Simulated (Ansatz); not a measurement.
# Ni: the cost of one run

Program: Ansatz 0.2.0. Level of theory: DFT PBEsol, scalar-relativistic, plane waves, PAW. These are calculated values, not measurements.

1 further run of the same task is left out (set aside as unsound or not needed).

## Step 1: The structure to begin with

It takes space group Im-3m (No. 229, cubic). Conventional cell: a = 3.282 Å, b = 3.282 Å, c = 3.282 Å, α = 90.00°, β = 90.00°, γ = 90.00°. Around Ti (site symmetry m-3m) lie 8 Ti at 2.84 Å.

Structure file:

```cif
data_structure
_symmetry_space_group_name_H-M 'P 1'
_symmetry_Int_Tables_number 1
_cell_length_a 2.8423
_cell_length_b 2.8423
_cell_length_c 2.8423
_cell_angle_alpha 109.471
_cell_angle_beta 109.471
_cell_angle_gamma 109.471
_cell_volume 17.68
loop_
_atom_site_label
_atom_site_type_symbol
_atom_site_fract_x
_atom_site_fract_y
_atom_site_fract_z
_atom_site_occupancy
Ti1 Ti 0.00000 0.00000 0.00000 1
```

The structure comes from the Crystallography Open Database.

## Step 2: One element swapped, cell strained: Ti → Ni, first probe

Against the listed cell: Ni takes all sites of Ti, and lengths are scaled by 0.865 as a first guess of the size; strain xx, yy, zz, yz, xz, xy = -1.6, -1.6, -1.6, +0.0, +0.0, +0.0 %.

File input.yaml:

```yaml
crystal:
  lattice:
    - [-1.3961573847, 1.3961573847, 1.3961573847]
    - [1.3961573847, -1.3961573847, 1.3961573847]
    - [1.3961573847, 1.3961573847, -1.3961573847]
  atoms:
    - { symbol: Ni, position: [0.0, 0.0, 0.0], spin: 2.0 }
basis:
  ecutwfc: 420
kpoints:
  mp_grid: { grid: [8, 8, 8] }
hamiltonian:
  xc: pbesol
scf:
  occupations: { method: gaussian, width: 0.1 }
  lower_state_search: "off"
output:
  forces: true
  stress: true
  eigenvalues: true
  populations: true
magnetization:
  spin_polarized: true
```

Run with:

```console
$ ansatz run input.yaml --threads 1 --pin off --max-ram 1331MiB --backend cpu --events-out ev --progress --plain --runs-dir out
```

**Question.** How long does this run take on 1 thread of an x86-64 CPU, shared host, and how much memory does it need?

About 3.3 s, with a peak of 0.28 GiB.
